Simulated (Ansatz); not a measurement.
# C: what a guessed cell relaxes into

Where does this trial cell of C go when cell and atoms are let free, and does the end survive a random kick?

Method: DFT PBE, scalar-relativistic, plane waves, PAW, in Ansatz 0.2.0.

## Step 1: Starting point

The structure is orthorhombic, space group Cmmm (No. 65). The conventional cell has a = 2.744 Å, b = 4.350 Å, c = 2.715 Å, α = 90.00°, β = 90.00°, γ = 90.00°. C (site symmetry 2/m) has 2 C at 1.37 Å in its first shell of neighbours. C (site symmetry mmm) has 8 C at 1.87 Å in its first shell of neighbours.

As a file:

```cif
data_structure
_symmetry_space_group_name_H-M 'P 1'
_symmetry_Int_Tables_number 1
_cell_length_a 2.5717
_cell_length_b 2.5717
_cell_length_c 2.7145
_cell_angle_alpha 90.000
_cell_angle_beta 90.000
_cell_angle_gamma 115.505
_cell_volume 16.20
loop_
_atom_site_label
_atom_site_type_symbol
_atom_site_fract_x
_atom_site_fract_y
_atom_site_fract_z
_atom_site_occupancy
C1 C 0.00000 0.50000 0.00000 1
C2 C 0.50000 0.00000 0.00000 1
C3 C 0.50000 0.50000 0.50000 1
```

The cell is invented: random cell by space group and Wyckoff sites (Cmmm, No. 65). Lengths come from tabulated atomic sizes and are only a guess.

## Step 2: Probe: one point on a coarse mesh

File input.yaml:

```yaml
crystal:
  lattice:
    - [1.37220684, -2.17504575, 0.0]
    - [1.37220684, 2.17504575, 0.0]
    - [0.0, 0.0, 2.71454052]
  atoms:
    - { symbol: C, position: [0.0, 0.5, 0.0] }
    - { symbol: C, position: [0.5, 0.0, 0.0] }
    - { symbol: C, position: [0.5, 0.5, 0.5] }
basis:
  ecutwfc: 420
kpoints:
  mp_grid: { grid: [8, 8, 6] }
hamiltonian:
  xc: pbe
scf:
  occupations: { method: gaussian, width: 0.1 }
  lower_state_search: "off"
output:
  forces: true
  stress: true
  eigenvalues: true
```

Launch:

```sh
ansatz run input.yaml --threads 1 --pin off --max-ram 2560MiB --backend cpu --events-out ev --progress --plain --runs-dir out
```

The session goes on with these runs: spin check on a coarse mesh; coarse relaxation; relaxation on the finer mesh; kick test: the unmoved cell on a coarse mesh; random kick, then relaxation; the kicked end on a coarse mesh; spin check on a coarse mesh (after the kick); relaxation on the finer mesh (after the kick).

Q: Predict the outcome of this session. Wanted: conventional cell; volume; energy over the standard state; gap on the mesh; after the kick; energy gained by the kick.

As calculated:

| quantity | value |
| --- | --- |
| symmetry at the first end (tolerance 0.05 Å) | space group Cmmm (No. 65) |
| conventional cell | a = 2.815 Å, b = 5.180 Å, c = 2.654 Å, α = 90.00°, β = 90.00°, γ = 90.00° |
| volume | 6.45 Å³/atom |
| energy over the standard state | +2.92 eV/atom |
| gap on the mesh | none (metal) |
| after the kick | space group R32 (No. 155), 6.39 Å³/atom, gap on the mesh none (metal) |
| energy gained by the kick | 1824 meV/atom |

What this shows: The space group Cmmm (No. 65) is kept, and the volume per atom grows by 19.4 % from the first guess. It lies above the element's standard state, so it is metastable at best. The first end is not the local ground state: the kicked cell settles 1824 meV/atom lower. Other magnetic orders were not searched.
